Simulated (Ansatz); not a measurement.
## TiSi2: hydrostatic pressure series

Method: Ansatz 0.2.0, DFT PBE, scalar-relativistic, plane waves, PAW. Run with 420 eV cutoff, 10×10×10 k-mesh, Gaussian smearing of 0.10 eV, no spin polarisation.

The relaxed crystal:

```yaml
crystal:
  lattice:
    - [0.00000, 4.13518, 4.27960]
    - [2.40387, 0.00000, 4.27960]
    - [2.40387, 4.13518, 0.00000]
  atoms:
    - { symbol: Ti, position: [0.75000, 0.75000, 0.75000] }
    - { symbol: Ti, position: [0.50000, 0.50000, 0.50000] }
    - { symbol: Si, position: [0.08682, 0.41318, 0.08682] }
    - { symbol: Si, position: [0.41318, 0.08682, 0.41318] }
    - { symbol: Si, position: [0.16318, 0.83682, 0.16318] }
    - { symbol: Si, position: [0.83682, 0.16318, 0.83682] }
```

Cell and atoms are relaxed at each pressure within the symmetry of the start, at zero temperature, so transitions that lower the symmetry aren't seen. The k-mesh given is that at zero pressure and may differ at others. a, b and c are the lengths of the cell vectors above. ΔH is E + PV over the energy at zero pressure.

```csv
P (GPa),V (Å³/atom),V/V0,a (Å),b (Å),c (Å),α (°),β (°),γ (°),ΔH (eV/atom)
-3,14.50,1.023,5.994,4.939,4.824,75.7,53.0,51.3,-0.268
0,14.18,1.000,5.951,4.909,4.783,75.8,53.1,51.2,0.000
3,13.89,0.980,5.911,4.880,4.746,75.8,53.2,51.1,0.263
8,?,?,?,?,?,?,?,?,?
15,?,?,?,?,?,?,?,?,?
30,12.16,0.857,5.660,4.698,4.513,75.8,53.6,50.6,2.441
60,11.03,0.778,5.482,4.564,4.354,75.8,53.8,50.4,4.604
```

**Question.** What stands in the row for 8 GPa?

**Answer.** V 13.47 Å³/atom; V/V0 0.950; a 5.853 Å; b 4.839 Å; c 4.690 Å; α 75.8 °; β 53.3 °; γ 51.0 °; ΔH 0.690 eV/atom.

**Question.** What stands in the row for 15 GPa?

**Answer.** V 12.98 Å³/atom; V/V0 0.915; a 5.783 Å; b 4.788 Å; c 4.624 Å; α 75.8 °; β 53.4 °; γ 50.8 °; ΔH 1.267 eV/atom.